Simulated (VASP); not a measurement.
# InAs (F-43m) in VASP: a series of runs

Runs on InAs. Level: PBE. Tasks: relaxation of cell and atoms.

Everything below comes from runs of VASP 6.6.1. Logs are shortened: lines on timing, memory, paths and dates and some standing lists are left out, and cuts for length are marked.

### 1 The crystal as given

The structure is cubic, space group F-43m (No. 216). The conventional cell has a = 6.036 Å, b = 6.036 Å, c = 6.036 Å, α = 90.00°, β = 90.00°, γ = 90.00°. In (site symmetry -43m) is surrounded by 4 As at 2.61 Å. As (site symmetry -43m) is surrounded by 4 In at 2.61 Å.

### 2 Relaxation of cell and atoms, PBE

INCAR

```
SYSTEM = InAs
ALGO = Normal
EDIFF = 1E-7
EDIFFG = -0.002
ENCUT = 520
GGA = PE
IBRION = 2
ISIF = 3
ISMEAR = 0
LASPH = .True.
LCHARG = .False.
LREAL = .False.
LWAVE = .False.
NELM = 80
NSW = 80
PREC = Accurate
SIGMA = 0.02
```

KPOINTS

```
k-points
0
Gamma
  10 10 10
  0 0 0
```

POSCAR

```
InAs
1.0
    0.0000000000      3.0180000000      3.0180000000
    3.0180000000      0.0000000000      3.0180000000
    3.0180000000      3.0180000000      0.0000000000
In As
1 1
Direct
    0.0000000000      0.0000000000      0.0000000000
    0.2500000000      0.2500000000      0.2500000000
```

Potentials or basis: VASP PAW PBE potentials, release 64 (In_d, As).

Started as:

```
$ cat potpaw_PBE.64/In_d/POTCAR potpaw_PBE.64/As/POTCAR > POTCAR
$ mpirun -np 1 vasp_std > vasp.out
```

OUTCAR:

```text
SYSTEM = InAs
   EDIFF = 1E-7
   EDIFFG = -0.002
   ENCUT = 520
   GGA = PE
   IBRION = 2
   ISIF = 3
   ISMEAR = 0
   LASPH = .True.
   LREAL = .False.
   NELM = 80
   NSW = 80
   PREC = Accurate

 ion  position               nearest neighbor table
   1  0.000  0.000  0.000-   2 2.61   2 2.61   2 2.61   2 2.61
   2  0.250  0.250  0.250-   1 2.61   1 2.61   1 2.61   1 2.61

  LATTYP: Found a face centered cubic cell.
 ALAT       =     6.0360000000

  Lattice vectors:

 A1 = (   0.0000000000,   3.0180000000,   3.0180000000)
 A2 = (   3.0180000000,   0.0000000000,   3.0180000000)
 A3 = (   3.0180000000,   3.0180000000,   0.0000000000)

Analysis of symmetry for initial positions (statically):
=====================================================================
 Subroutine PRICEL returns:
 Original cell was already a primitive cell.

 Routine SETGRP: Setting up the symmetry group for a
 face centered cubic supercell.

 Subroutine GETGRP returns: Found 24 space group operations
 (whereof 24 operations were pure point group operations)
 out of a pool of 48 trial point group operations.

The static configuration has the point symmetry T_d .

Analysis of symmetry for dynamics (positions and initial velocities):
=====================================================================
 Subroutine PRICEL returns:
 Original cell was already a primitive cell.

 Routine SETGRP: Setting up the symmetry group for a
 face centered cubic supercell.

 Subroutine GETGRP returns: Found 24 space group operations
 (whereof 24 operations were pure point group operations)
 out of a pool of 48 trial point group operations.

The dynamic configuration has the point symmetry T_d .

 Subroutine INISYM returns: Found 24 space group operations
 (whereof 24 operations are pure point group operations),
 and found     1 'primitive' translations

----------------------------------------------------------------------------------------

                                     Primitive cell

  volume of cell :      54.9778

  direct lattice vectors                    reciprocal lattice vectors
     0.000000000  3.018000000  3.018000000    -0.165672631  0.165672631  0.165672631
     3.018000000  0.000000000  3.018000000     0.165672631 -0.165672631  0.165672631
     3.018000000  3.018000000  0.000000000     0.165672631  0.165672631 -0.165672631

  length of vectors
     4.268096531  4.268096531  4.268096531     0.286953414  0.286953414  0.286953414

  position of ions in fractional coordinates (direct lattice)
     0.000000000  0.000000000  0.000000000
     0.250000000  0.250000000  0.250000000

  ion indices of the primitive-cell ions
   primitive index   ion index
                 1           1
                 2           2

----------------------------------------------------------------------------------------

 KPOINTS: k-points

Automatic generation of k-mesh.
 Grid dimensions read from file:
 generate k-points for:   10   10   10

 Generating k-lattice:

  Cartesian coordinates                     Fractional coordinates (reciprocal lattice)
    -0.016567263  0.016567263  0.016567263     0.100000000  0.000000000  0.000000000
     0.016567263 -0.016567263  0.016567263     0.000000000  0.100000000  0.000000000
     0.016567263  0.016567263 -0.016567263     0.000000000  0.000000000  0.100000000

  Length of vectors
     0.028695341  0.028695341  0.028695341

  Shift w.r.t. Gamma in fractional coordinates (k-lattice)
     0.000000000  0.000000000  0.000000000

 Subroutine IBZKPT returns following result:
 ===========================================

 Found     47 irreducible k-points:

 Following reciprocal coordinates:
            Coordinates               Weight
  0.000000  0.000000  0.000000      1.000000
  0.100000  0.000000  0.000000      8.000000
  0.200000  0.000000  0.000000      8.000000
  0.300000  0.000000  0.000000      8.000000
  0.400000  0.000000  0.000000      8.000000
  0.500000  0.000000  0.000000      4.000000
[... 16 lines left out ...]
  0.300000  0.300000  0.000000      6.000000
  0.400000  0.300000  0.000000     24.000000
 [... further k-points ...]
   k-points           NKPTS =     47   k-points in BZ     NKDIM =     47   number of bands    NBANDS=     13
   number of dos      NEDOS =    301   number of ions     NIONS =      2
   total plane-waves  NPLWV =  32768
   dimension x,y,z NGX =    32 NGY =   32 NGZ =   32
   dimension x,y,z NGXF=    64 NGYF=   64 NGZF=   64
   ions per type =               1   1
   NGX,Y,Z   is equivalent  to a cutoff of  12.46, 12.46, 12.46 a.u.
   NGXF,Y,Z  is equivalent  to a cutoff of  24.93, 24.93, 24.93 a.u.
 SYSTEM =  InAs
   PREC   = accura    normal or accurate (medium, high low for compatibility)
   ISTART =      0    job   : 0-new  1-cont  2-samecut
   ICHARG =      2    charge: 1-file 2-atom 10-const
   ISPIN  =      1    spin polarized calculation?
   LNONCOLLINEAR =      F non collinear calculations
   LSORBIT =      F    spin-orbit coupling
   LASPH  =      T    aspherical Exc in radial PAW
   ENCUT  =  520.0 eV  38.22 Ry    6.18 a.u.   7.94  7.94  7.94*2*pi/ulx,y,z
   NELM   =     80;   NELMIN=  2; NELMDL= -5     # of ELM steps
   EDIFF  = 0.1E-06   stopping-criterion for ELM
   LREAL  =      F    real-space projection
   EDIFFG = -.2E-02   stopping-criterion for IOM
   NSW    =     80    number of steps for IOM
   IBRION =      2    ionic relax: 0-MD 1-quasi-New 2-CG
   NFREE  =      1    steps in history (QN), initial steepest desc. (CG)
   ISIF   =      3    stress and relaxation
   ISYM   =      2    0-nonsym 1-usesym 2-fastsym
   POTIM  = 0.5000    time-step for ionic-motion
   TEBEG  =    0.0;   TEEND  =   0.0 temperature during run
   PSTRESS=    0.0 pullay stress
   NELECT =      18.0000    total number of electrons
   NUPDOWN=      -1.0000    fix difference up-down
   EMIN   =  10.00;   EMAX   =-10.00  energy-range for DOS
   EFERMI =   0.00;   METHOD = LEGACY
   ISMEAR =     0;   SIGMA  =   0.02  broadening in eV -4-tet -1-fermi 0-gaus
   EFERMI_NEDOS =   21; number of points for ismear=-14 and -15
   IALGO  =     38    algorithm
   IMIX   =      4    mixing-type and parameters
     AMIX     =   0.40;   BMIX     =  1.00
     AMIX_MAG =   1.60;   BMIX_MAG =  1.00
  volume/ion in A,a.u.               =      27.49       185.50
  Fermi-wavevector in a.u.,A,eV,Ry     =   1.128331  2.132236 17.321990  1.273130
  Thomas-Fermi vector in A             =   2.265020
   LORBIT       =      0    0 simple, 1 ext, 2 COOP (PROOUT), +10 PAW based schemes
   GGA     = PE    functional components
   LHFCALC =     F    Hartree Fock is set to
   AEXX    =    0.0000 exact exchange contribution
   IVDW    =     0    specifies the selected vdW correction
   LEPSILON=     F    determine dielectric tensor
   LRPA    =     F    only Hartree local field effects (RPA)
 conjugate gradient relaxation of ions
 non-spin polarized calculation
 Gauss-broadening in eV      SIGMA  =   0.02
  energy-cutoff  :      520.00
  volume of cell :       54.98
 maximum number of plane-waves:      1494
   NGX = 15   NGY = 15   NGZ = 15

--------------------------------------- Ionic step        1  -------------------------------------------

 number of electron      17.9999991 magnetization

 Free energy of the ion-electron system (eV)
  ---------------------------------------------------
  ext. energy  EPLUGINS =         0.00000000
  ---------------------------------------------------
  free energy    TOTEN  =        -7.66426311 eV

  energy without entropy =       -7.66423225  energy(sigma->0) =       -7.66424768

 E-fermi :   4.5690     XC(G=0):  -9.1170

 val. band max:        4.5629460709   @ k =   0.0000   0.0000   0.0000
 cond. band min:       5.5304539289   @ k =   0.1000   0.0000   0.0000
 fundamental gap:      0.9675078580
 Fermi energy:         4.5690373476

 k-point     1 :       0.0000    0.0000    0.0000
  band No.  band energies     occupation
      1      -9.8396      2.00000
      2      -9.8396      2.00000
      3      -9.8396      2.00000
      4      -9.7115      2.00000
      5      -9.7115      2.00000
      6      -7.3338      2.00000
      7       4.3959      2.00000
      8       4.5629      1.33334
      9       4.5629      1.33334
     10       4.5629      1.33333
     11       8.4732      0.00000
     12       8.4732      0.00000
     13       8.4732      0.00000

 k-point     2 :       0.1000    0.0000    0.0000
  band No.  band energies     occupation
      1      -9.8531      2.00000
      2      -9.8357      2.00000
      3      -9.8357      2.00000
      4      -9.7116      2.00000
      5      -9.7116      2.00000
      6      -7.2286      2.00000
      7       3.0573      2.00000
      8       4.4334      2.00000
      9       4.4334      2.00000
     10       5.5305      0.00000
     11       8.5420      0.00000
     12       8.6636      0.00000
     13       8.6636      0.00000
[... 401 lines left out ...]
 VOLUME and BASIS-vectors are now :
 -----------------------------------------------------------------------------
  energy-cutoff  :      520.00
  volume of cell :       61.13
      direct lattice vectors                 reciprocal lattice vectors
    -0.000000000  3.126588521  3.126588521    -0.159918709  0.159918709  0.159918709
     3.126588521 -0.000000000  3.126588521     0.159918709 -0.159918709  0.159918709
     3.126588521  3.126588521  0.000000000     0.159918709  0.159918709 -0.159918709

 POSITION                                       TOTAL-FORCE (eV/Angst)
 -----------------------------------------------------------------------------------
     -0.00000      3.12659      3.12659         0.000000     -0.000000      0.000000
      1.56329      1.56329      1.56329        -0.000000      0.000000     -0.000000
 -----------------------------------------------------------------------------------
    total drift:                               -0.000000     -0.000000     -0.000000

  FREE ENERGIE OF THE ION-ELECTRON SYSTEM (eV)
  ---------------------------------------------------
  free  energy   TOTEN  =        -7.7097062077 eV

  energy  without entropy=       -7.7096753552  energy(sigma->0) =       -7.70969078

--------------------------------------- Ionic step        3  -------------------------------------------

 number of electron      18.0000010 magnetization

 Free energy of the ion-electron system (eV)
  ---------------------------------------------------
  ext. energy  EPLUGINS =         0.00000000
  ---------------------------------------------------
  free energy    TOTEN  =        -7.71817682 eV

  energy without entropy =       -7.71814597  energy(sigma->0) =       -7.71816140

 E-fermi :   3.8401     XC(G=0):  -8.7927

 val. band max:        3.8339878838   @ k =   0.0000   0.0000   0.0000
 cond. band min:       4.5777122554   @ k =   0.1000   0.0000   0.0000
 fundamental gap:      0.7437243715
 Fermi energy:         3.8400791081

 k-point     1 :       0.0000    0.0000    0.0000
  band No.  band energies     occupation
      1     -10.4323      2.00000
      2     -10.4323      2.00000
      3     -10.4323      2.00000
      4     -10.3328      2.00000
      5     -10.3328      2.00000
      6      -7.6030      2.00000
      7       3.2878      2.00000
      8       3.8340      1.33334
      9       3.8340      1.33334
     10       3.8340      1.33332
     11       7.7067      0.00000
     12       7.7067      0.00000
     13       7.7067      0.00000

 k-point     2 :       0.1000    0.0000    0.0000
  band No.  band energies     occupation
      1     -10.4418      2.00000
      2     -10.4293      2.00000
      3     -10.4293      2.00000
      4     -10.3328      2.00000
      5     -10.3328      2.00000
      6      -7.5115      2.00000
      7       2.2300      2.00000
      8       3.7202      2.00000
      9       3.7202      2.00000
     10       4.5777      0.00000
     11       7.7425      0.00000
     12       7.8790      0.00000
     13       7.8790      0.00000
[... 365 lines left out ...]
 VOLUME and BASIS-vectors are now :
 -----------------------------------------------------------------------------
  energy-cutoff  :      520.00
  volume of cell :       59.24
      direct lattice vectors                 reciprocal lattice vectors
    -0.000000000  3.094058345  3.094058345    -0.161600055  0.161600055  0.161600055
     3.094058345 -0.000000000  3.094058345     0.161600055 -0.161600055  0.161600055
     3.094058345  3.094058345  0.000000000     0.161600055  0.161600055 -0.161600055

 POSITION                                       TOTAL-FORCE (eV/Angst)
 -----------------------------------------------------------------------------------
      0.00000      0.00000      0.00000         0.000000      0.000000      0.000000
      1.54703      1.54703      1.54703        -0.000000     -0.000000     -0.000000
 -----------------------------------------------------------------------------------
    total drift:                               -0.000000     -0.000000     -0.000000

  FREE ENERGIE OF THE ION-ELECTRON SYSTEM (eV)
  ---------------------------------------------------
  free  energy   TOTEN  =        -7.7181768215 eV

  energy  without entropy=       -7.7181459691  energy(sigma->0) =       -7.71816140

 reached required accuracy - stopping structural energy minimisation
```

Wall time 29 s (1 thread of Intel Xeon 6975P-C (Granite Rapids), shared host); peak memory 0.2 GiB.

What came out:

- Free energy: -7.7182 eV
- Relaxed volume: 29.62 Å³/atom
- Relaxed cell: a = 4.376 Å, b = 4.376 Å, c = 4.376 Å, α = 60.00°, β = 60.00°, γ = 60.00°
- Space group after relaxing (to 0.05 Å): F-43m (No. 216)
- Energy gained by relaxing: 27.0 meV/atom
- Ionic steps: 3
- Pressure after relaxing: 0.0 GPa
- Band gap on the k mesh: none (metal or under the smearing width)

The path:
| step | energy change (eV) | largest force (eV/Å) | pressure (GPa) | volume (Å³) |
| --- | --- | --- | --- | --- |
| 1 | 0.0000 | 0.0000 | 4.35 | 54.98 |
| 2 | -0.0454 | 0.0000 | -1.40 | 61.13 |
| 3 | -0.0539 | 0.0000 | 0.01 | 59.24 |

Final structure:
```xyz
2
Lattice="0.0000 3.0941 3.0941 3.0941 0.0000 3.0941 3.0941 3.0941 0.0000" Properties=species:S:1:pos:R:3 pbc="T T T"
In    0.0000    0.0000    0.0000
As    1.5470    1.5470    1.5470
```

Levels at points of the mesh, in eV from the Fermi level:
```
           k point  band 6  band 7  band 8  band 9  band 10  band 11  band 12  band 13
(0.00, 0.00, 0.00)  -11.44   -0.55   -0.01   -0.01    -0.01     3.87     3.87     3.87
(0.50, 0.00, 0.00)  -10.18   -5.44   -0.90   -0.90     0.80     4.63     4.63     6.75
(0.50, 0.50, 0.00)   -9.71   -5.56   -2.11   -2.11     1.65     2.03     8.75     8.79
```

Caveat: this crystal is a semiconductor, whose small gap the functional closes, so the metal is an error of the method. PBE usually gives volumes a little too large and moduli too small.

### 3 Relaxation of cell and atoms, PBE

This run uses another cell than the first one, of 29.62 Å³/atom, 1.078 times its volume.

INCAR is that of step 2.

KPOINTS is that of step 2.

POSCAR

```
InAs                                    
1.0
   -0.0000000000      3.0940583450      3.0940583450
    3.0940583450     -0.0000000000      3.0940583450
    3.0940583450      3.0940583450      0.0000000000
  In              As            
     1     1
Direct
     0.0000000000000000    0.0000000000000000    0.0000000000000000
     0.2500000000000000    0.2500000000000000    0.2500000000000000
```

Potentials or basis: VASP PAW PBE potentials, release 64 (In_d, As).

Started as:

```
$ cat potpaw_PBE.64/In_d/POTCAR potpaw_PBE.64/As/POTCAR > POTCAR
$ mpirun -np 1 vasp_std > vasp.out
```

Wall time 17 s (1 thread of Intel Xeon 6975P-C (Granite Rapids), shared host); peak memory 0.22 GiB.

Results (log left out):

```
Free energy             : -7.7190 eV
Pressure after relaxing : 0.0 GPa
Band gap on the k mesh  : none (metal or under the smearing width)
```

Final structure:
```cif
data_structure
_symmetry_space_group_name_H-M 'P 1'
_symmetry_Int_Tables_number 1
_cell_length_a 4.3757
_cell_length_b 4.3757
_cell_length_c 4.3757
_cell_angle_alpha 60.000
_cell_angle_beta 60.000
_cell_angle_gamma 60.000
_cell_volume 59.24
loop_
_atom_site_label
_atom_site_type_symbol
_atom_site_fract_x
_atom_site_fract_y
_atom_site_fract_z
_atom_site_occupancy
In1 In 0.00000 0.00000 0.00000 1
As1 As 0.25000 0.25000 0.25000 1
```

Levels at points of the mesh, in eV from the Fermi level:
```
           k point  band 6  band 7  band 8  band 9  band 10  band 11  band 12  band 13
(0.00, 0.00, 0.00)  -11.44   -0.55   -0.01   -0.01    -0.01     3.87     3.87     3.87
(0.50, 0.00, 0.00)  -10.18   -5.44   -0.90   -0.90     0.80     4.63     4.63     6.75
(0.50, 0.50, 0.00)   -9.71   -5.56   -2.11   -2.11     1.65     2.03     8.75     8.79
```

Caveat: the relaxation stopped at its first step, so nothing moved; this crystal is a semiconductor, whose small gap the functional closes, so the metal is an error of the method.
